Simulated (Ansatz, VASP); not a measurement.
# TiO2 (TiO2 (010) slab) in two plane-wave programs, part 2 of 2

One calculation is typed for both programs; each brings its own data sets. How far apart do they land? The cell is taken from a series of runs on this material, whose earlier steps may have relaxed, scaled, displaced or heated it; both programs get it as it stands.

VASP 6.6.1 and Ansatz 0.2.0.

So far: The structure; Ansatz: single point, PBEsol, pair 1; VASP: single point, PBEsol, pair 1.

## 4. Comparison

Known differences besides the potentials themselves: the cutoff is 420 eV in Ansatz and 520 eV in VASP; Ansatz makes its cores anew for this functional, VASP keeps those of its PBE data sets. Total energies have different zeros and are not compared.

The two programs side by side:

| quantity | Ansatz | VASP | difference |
| --- | --- | --- | --- |
| gap on the k mesh (eV) | 2.594 | 2.569 | +0.025 |

Forces on 7 of the 24 atoms, those with the largest forces and the largest differences (eV/Å; atoms numbered as in POSCAR):

| atom | Ansatz x, y, z | VASP x, y, z |
| --- | --- | --- |
| Ti1 | 0.006, -0.039, -0.009 | 0.110, -0.056, -0.052 |
| Ti4 | -0.006, -0.039, -0.009 | -0.110, -0.056, -0.052 |
| Ti6 | 0.006, 0.039, 0.010 | 0.110, 0.056, 0.052 |
| Ti7 | -0.006, 0.040, 0.009 | -0.110, 0.056, 0.052 |
| O11 | -0.031, 0.013, -0.018 | -0.054, 0.020, -0.066 |
| O13 | 0.031, 0.013, -0.019 | 0.054, 0.020, -0.066 |
| O22 | 0.030, -0.013, 0.018 | 0.054, -0.020, 0.066 |

The forces differ by 39 meV/Å r.m.s., which is 76.8 % of the r.m.s. force of 0.051 eV/Å (both taken over all components). A gap on the mesh is an upper bound, since the band edges may lie between its points. With vacuum in the cell, a pressure given here is an average over mostly empty space and none of the material.

## 5. Ansatz: single point, PBEsol, pair 2

A single point gives forces, pressure and levels at one fixed geometry, so differences don't come from the geometry; what else differs is listed under the comparison. This pair takes another cell of the material, with 96 atoms against 24 for the pair before.

The cell is taken from a series of runs on this material, whose earlier steps may have relaxed, scaled, displaced or heated it; both programs get it as it stands.

Input file input.yaml:

```yaml
crystal:
  lattice:
    - [9.0907, 0.0, 0.0]
    - [0.0, 11.039238, 0.0]
    - [0.0, 0.0, 22.0]
  atoms:
    - { symbol: Ti, position: [0.22127831, 0.3343202, 0.33602927] }
    - { symbol: Ti, position: [0.48121904, 0.41860078, 0.44221546] }
    - { symbol: Ti, position: [0.26857559, 0.16857406, 0.44223584] }
    - { symbol: Ti, position: [0.52841061, 0.08442412, 0.33604084] }
    - { symbol: Ti, position: [0.23124946, 0.33178308, 0.55732286] }
    - { symbol: Ti, position: [0.47136482, 0.41613775, 0.6635039] }
    - { symbol: Ti, position: [0.27855371, 0.16614108, 0.6635417] }
    - { symbol: Ti, position: [0.51856648, 0.08181682, 0.55734938] }
    - { symbol: O, position: [0.36169204, 0.30985652, 0.48152538] }
    - { symbol: O, position: [0.12829089, 0.45657614, 0.29805608] }
    - { symbol: O, position: [0.38952095, 0.43955026, 0.36762517] }
    - { symbol: O, position: [0.13333013, 0.3162775, 0.40890544] }
    - { symbol: O, position: [0.36022472, 0.18956882, 0.36760201] }
    - { symbol: O, position: [0.11647852, 0.06627227, 0.40890662] }
    - { symbol: O, position: [0.38813129, 0.05989365, 0.48153514] }
    - { symbol: O, position: [0.12133229, 0.20659451, 0.29806552] }
    - { symbol: O, position: [0.37852538, 0.29376488, 0.70147928] }
    - { symbol: O, position: [0.11170504, 0.440556, 0.5180234] }
    - { symbol: O, position: [0.38330968, 0.43415504, 0.59064211] }
    - { symbol: O, position: [0.13959586, 0.31079641, 0.63190855] }
    - { symbol: O, position: [0.36649319, 0.1841716, 0.59064415] }
    - { symbol: O, position: [0.11022853, 0.06078885, 0.63192196] }
    - { symbol: O, position: [0.37140856, 0.04377358, 0.70147601] }
    - { symbol: O, position: [0.1381538, 0.19052363, 0.51799491] }
    - { symbol: Ti, position: [0.2213921, 0.83439617, 0.33603578] }
    - { symbol: Ti, position: [0.48126875, 0.91856876, 0.44224298] }
    - { symbol: Ti, position: [0.26855434, 0.66858175, 0.44222173] }
    - { symbol: Ti, position: [0.5285217, 0.58435903, 0.33601095] }
    - { symbol: Ti, position: [0.23126082, 0.83184681, 0.55733338] }
    - { symbol: Ti, position: [0.47134538, 0.91607849, 0.66353932] }
[... 60 atom lines left out ...]
    - { symbol: O, position: [0.88334123, 0.93414604, 0.59063585] }
    - { symbol: O, position: [0.63955815, 0.81082182, 0.63188405] }
    - { symbol: O, position: [0.86651664, 0.6841511, 0.59063142] }
    - { symbol: O, position: [0.61026309, 0.56080728, 0.63189877] }
    - { symbol: O, position: [0.87128575, 0.5437379, 0.70149125] }
    - { symbol: O, position: [0.63818412, 0.69051226, 0.51799563] }
basis:
  ecutwfc: 420
  xc_grid: 2
hamiltonian:
  xc: pbesol
  pseudopotentials: { kind: paw, azcp: { folder: soft_1 }, xc_functional: pbe }
kpoints:
  mp_grid: { grid: [1, 1, 1] }
scf:
  occupations: { method: fermi_dirac, width: 0.01 }
  max_iter: 100
output:
  forces: true
  eigenvalues: true
  write_potential: true
  volumetric_format: npy
```

Started as:

```console
> ansatz run input.yaml --threads 32 --pin off --max-ram 84787MiB --backend cuda --events-out ev --progress --plain --runs-dir out --max-vram 78GiB
```

Numbers of over 12 decimals in the logs are rounded to 6 here.

What it wrote:

```text
[...]
Crystal: 96 atoms, lattice volume = 2207.797 Å³
Basis set: ecut = 420 eV, 43131 PW (Γ), exchange–correlation on 128×150×300 points (8 copies of the dense FFT grid, shifted against one another)
Bands: 480, of which v1, the nominal top of the filled ones, is band 384 counted from 1 (383 counted from 0)
[...]
k-points: 1
[...]
SCF iter   2: F=—  HF=-115243.858057 eV  |F-HF|=—  |Δ(HF+E_count)|=    7.78e1  Δρ=1.62e-1  dr2=5.77e2  ethr=3.10e-3  ⟨swp⟩=6.0  Hψ=1240  notcnv=0  defer=81
[...]
SCF iter  15: F=—  HF=-115179.859287 eV  |F-HF|=—  |Δ(HF+E_count)|=   4.23e-8  Δρ=2.56e-6  dr2=1.67e-7  ethr=1.30e-11  ⟨swp⟩=21.0  Hψ=4827  notcnv=0
SCF iter  16: F=-115179.859287 eV  HF=-115179.859287 eV  |F-HF|=2.36e-9  |Δ(HF+E_count)|=   3.33e-9  Δρ=8.43e-7  dr2=1.16e-8  ethr=1.30e-11  ⟨swp⟩=11.0  Hψ=3361  notcnv=0
SCF 1 converged in 16 iterations: F = -115179.859287 eV  dr2 = 1.16e-8
[...]
SCF converged after 16 iterations
[...]
```

## 6. VASP: single point, PBEsol, pair 2

The same cell, functional, mesh and smearing now go to VASP, with its own data sets.

Input file INCAR:

```
SYSTEM = TiO2
PREC = Accurate
ENCUT = 520
EDIFF = 1E-06
NELM = 120
ISMEAR = -1
SIGMA = 0.01
LREAL = Auto
ALGO = Normal
GGA = PS
NBANDS = 456
LASPH = .TRUE.
LORBIT = 11
LWAVE = .FALSE.
LCHARG = .FALSE.
ISIF = 2
GGA_COMPAT = .FALSE.
EFERMI = MIDGAP
NCORE = 2
```

Input file POSCAR:

```
TiO2
1.0
    9.0907000000      0.0000000000      0.0000000000
    0.0000000000     11.0392380000      0.0000000000
    0.0000000000      0.0000000000     22.0000000000
Ti O
32 64
Direct
    0.2212783100      0.3343202000      0.3360292700
    0.4812190400      0.4186007800      0.4422154600
    0.2685755900      0.1685740600      0.4422358400
    0.5284106100      0.0844241200      0.3360408400
    0.2312494600      0.3317830800      0.5573228600
    0.4713648200      0.4161377500      0.6635039000
    0.2785537100      0.1661410800      0.6635417000
    0.5185664800      0.0818168200      0.5573493800
    0.2213921000      0.8343961700      0.3360357800
    0.4812687500      0.9185687600      0.4422429800
    0.2685543400      0.6685817500      0.4422217300
    0.5285217000      0.5843590300      0.3360109500
    0.2312608200      0.8318468100      0.5573333800
    0.4713453800      0.9160784900      0.6635393200
    0.2784875700      0.6660851600      0.6635243500
    0.5185775500      0.5818277400      0.5573144800
    0.7213681100      0.3343318100      0.3360558700
    0.9812422000      0.4186284500      0.4422433500
    0.7685474000      0.1685541800      0.4422619100
    0.0284188400      0.0843342400      0.3360471500
    0.7312748700      0.3318498900      0.5573268100
    0.9713601100      0.4161080600      0.6635376500
    0.7785346200      0.1661392000      0.6635214400
    0.0186009700      0.0818138300      0.5573392400
    0.7213396900      0.8344247300      0.3360208600
    0.9812506000      0.9185798600      0.4422323400
    0.7685881400      0.6685688900      0.4422101500
    0.0285067000      0.5843624300      0.3360112800
    0.7312381500      0.8317971600      0.5573122200
    0.9712976300      0.9161226600      0.6635183200
[... 60 atom lines left out ...]
    0.8833412300      0.9341460400      0.5906358500
    0.6395581500      0.8108218200      0.6318840500
    0.8665166400      0.6841511000      0.5906314200
    0.6102630900      0.5608072800      0.6318987700
    0.8712857500      0.5437379000      0.7014912500
    0.6381841200      0.6905122600      0.5179956300
```

Input file KPOINTS:

```
Automatic mesh
0
Gamma
1 1 1
0 0 0
```

Potentials, in the order of the species: Ti_sv and O (PBE family, release 64).

Started as:

```console
> mpirun -np 8 vasp_gam
```

What it wrote:

```text
[banner, memory and clock lines left out]
running    8 mpi-ranks, on    1 nodes
[...]
[... a notice as in an earlier step ...]

 LDA part: xc-table for (Slater+PW92), standard interpolation
 POSCAR, INCAR and KPOINTS ok, starting setup
[...]
entering main loop
       N       E                     dE             d eps       ncg     rms          rms(c)
DAV:   1     0.138984479269E+05    0.13898E+05   -0.42708E+05   976   0.184E+03
DAV:   2     0.219237710143E+04   -0.11706E+05   -0.11290E+05  1056   0.563E+02
DAV:   3    -0.734104496741E+03   -0.29265E+04   -0.27966E+04  1160   0.258E+02
DAV:   4    -0.111252645092E+04   -0.37842E+03   -0.37682E+03  1272   0.966E+01
[...]
DAV:  30    -0.883382100780E+03   -0.49828E-05   -0.31394E-07   616   0.914E-04    0.470E-04
DAV:  31    -0.883382102500E+03   -0.17197E-05   -0.14175E-07   544   0.745E-04    0.339E-04
DAV:  32    -0.883382103098E+03   -0.59833E-06   -0.77661E-08   528   0.498E-04
   1 F= -.88338210E+03 E0= -.88338210E+03  d E =0.000000E+00
```

From OUTCAR (step 6):

```text
  FREE ENERGIE OF THE ION-ELECTRON SYSTEM (eV)
  ---------------------------------------------------
  free  energy   TOTEN  =      -883.3821030980 eV

  energy  without entropy=     -883.3821030980  energy(sigma->0) =     -883.38210310
```

## 7. Differences

What differs besides the data sets and the points named for the pairs above, as far as they apply: the cutoff is 420 eV in Ansatz and 520 eV in VASP (PREC = Accurate, projectors in real space). Total energies have different zeros and are not compared.

The two programs side by side:

| quantity | Ansatz | VASP | difference |
| --- | --- | --- | --- |
| gap on the k mesh (eV) | 2.623 | 2.598 | +0.025 |

Forces on 7 of the 96 atoms, those with the largest forces and the largest differences (eV/Å; atoms numbered as in POSCAR):

| atom | Ansatz x, y, z | VASP x, y, z |
| --- | --- | --- |
| Ti1 | -0.001, -0.001, -0.005 | 0.107, -0.014, -0.044 |
| Ti6 | 0.000, 0.001, 0.000 | 0.105, 0.015, 0.042 |
| Ti12 | 0.000, -0.003, -0.003 | -0.101, -0.016, -0.049 |
| Ti17 | -0.003, 0.000, -0.006 | 0.103, -0.014, -0.049 |
| Ti25 | -0.004, -0.005, -0.003 | 0.104, -0.023, -0.041 |
| Ti30 | 0.000, 0.000, -0.001 | 0.105, 0.012, 0.042 |
| Ti31 | -0.002, 0.002, -0.001 | -0.106, 0.014, 0.039 |

The forces differ by 40 meV/Å r.m.s., where the r.m.s. force is 0.003 eV/Å in Ansatz and 0.040 eV/Å in VASP: the atoms lie near their places of rest in Ansatz, so a percentage would say little (all taken over all components). A gap on the mesh is an upper bound, since the band edges may lie between its points. With vacuum in the cell, a pressure given here is an average over mostly empty space and none of the material.

## 8. Outcome

| Quantity | Value |
| --- | --- |
| r.m.s. force difference (single point, PBEsol, pair 1) | 39 meV/Å |
| r.m.s. force difference (single point, PBEsol, pair 2) | 40 meV/Å |

What this shows: The r.m.s. force difference is 40 meV/Å (single point, PBEsol, pair 2), beyond the 12 meV/Å picked in this series as the mark of a large difference. What causes the difference of the single point, PBEsol, pair 1 pair stays open here. What causes the difference of the single point, PBEsol, pair 2 pair stays open here. 1 further run of this series is not shown here. Such differences can come from data sets, numerical settings and the points named under the comparisons, not from the functional's error against experiment.

[Lines on the potential files, build, host, timing and source positions are cut from VASP's logs without a mark.]

[Logs are printed without paths, hosts, clocks, repeated set-up lines and the standing remarks that a program may print on its own settings, such as how far it seeks lower states.]

[Hosts, paths, dates, database ids (printed as entryN), source tags and the programs' standing remarks are cut or masked in the printed files.]
